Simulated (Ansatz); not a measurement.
# MgS (Niningerite): equation of state with r2SCAN

Crystal: MgS (Niningerite).

```xyz
2
Lattice="0.0000 2.6016 2.6016 2.6016 0.0000 2.6016 2.6016 2.6016 0.0000" Properties=species:S:1:pos:R:3 pbc="T T T"
S     2.6016    2.6016    2.6016
Mg    0.0000    0.0000    0.0000
```

```
Program             : Ansatz 0.2.0
Task                : equation of state
Functional          : r2SCAN
Potentials or basis : Ansatz PAW
Cutoff              : 500 eV
Density cutoff      : 2000 eV
k mesh              : 9 × 9 × 9
Occupations         : fermi-dirac, width 0.05 eV
Spin                : no spin polarisation
```

```yaml
Equilibrium_volume: 17.61 Å³/atom
Bulk_modulus: 80 GPa
Pressure_derivative_of_the_bulk_modulus: 4.0
```

Energy against volume, from the lowest point:
```tsv
volume (Å³/atom)	energy (meV/atom)
16.553	17.43
16.905	7.46
17.257	1.79
17.609	0.00
17.962	1.72
18.314	6.61
18.666	14.37
```

All runs of the series together: 18 s on 2 threads of Arm Neoverse N1 (shared host).

Caveat: the PAW data sets were made with another functional, which shifts forces and pressure a little.
